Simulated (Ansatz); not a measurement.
**Compressing Rh: a fit and a missing row**

Rh, P6_3/mmc, a = 2.725 Å, c = 4.385 Å. This isn't the element's structure at ambient conditions. Ansatz: PBE, PAW, 420 eV, Γ-centred 18×18×10 mesh on 2 atoms, Gaussian smearing 0.10 eV; no spin polarisation. Shape and atoms are relaxed at each volume; pressure is positive in compression.

```tsv
V (Å³/atom)	P (GPa)
12.405	?
12.828	30.65
13.251	18.51
13.674	8.40
14.097	0.00
14.520	-6.97
14.943	-12.74
15.506	-18.91
```

Q: Take V0 = 14.097 Å³/atom, fit the third-order Birch–Murnaghan form to the other rows, and predict the missing pressure.

A: With the Eulerian strain f = ½[(V0/V)^(2/3) − 1] and y = P/[3f(1 + 2f)^(5/2)], the form is the line y = B0 + 1.5 B0 (B0′ − 4) f. Rows (f, y): 0.03245, 269.0; 0.02106, 264.3; 0.01026, 259.4; -0.00976, 250.1; -0.01905, 245.7; -0.03077, 240.1. Means f = 0.0006983, y = 254.77; Σ(Δf)² = 0.003004, ΣΔfΔy = 1.380; the slope is their ratio. y = 254.4 + 459.3 f GPa, so B0 = 254.4 GPa and B0′ = 4 + 2 × (459.3)/(3 × 254.4) = 5.20. At V = 12.405, f = 0.04449, y = 274.83 and P = 45.39 GPa. The run gave 45.24 GPa, so the fit is 0.15 GPa too high, a small miss on the scale of the series.